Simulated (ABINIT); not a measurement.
Runs of ABINIT 10.8.3 (patched build) on MoP. The structure is hexagonal, space group P-6m2 (No. 187). The conventional cell has a = 3.223 Å, b = 3.223 Å, c = 3.191 Å, α = 90.00°, β = 90.00°, γ = 120.00°. Mo (site symmetry -6m2) is surrounded by 6 P at 2.45 Å. P (site symmetry -6m2) is surrounded by 6 Mo at 2.45 Å. 

```csv
share of exact exchange,gap on the mesh (eV),pressure (GPa)
0.15,none,-1.6
0.25,none,-4.7
0.05,none,1.4
0.35,none,(a)
```

Alike in all rows: task single point; level PBE0; potentials or basis SG15 NC PBE v1.2; no spin polarisation; cell as given; k mesh 4 × 4 × 3; cutoff (eV) 599; smearing fermi-dirac 0.05 eV; the mesh is coarse, so values aren't converged.

**Question.** Estimate the missing entries.

**Answer.** (a) -7.7.

Caveats: all runs use coarse meshes; exact exchange is summed on a coarse mesh, which widens gaps by tenths of an eV; the potentials were made for another functional, which shifts forces and pressure.

A k mesh can miss the band edges, and the runs leave out spin-orbit coupling on Mo.

A gap of «none» marks a metal or a gap under the smearing width.
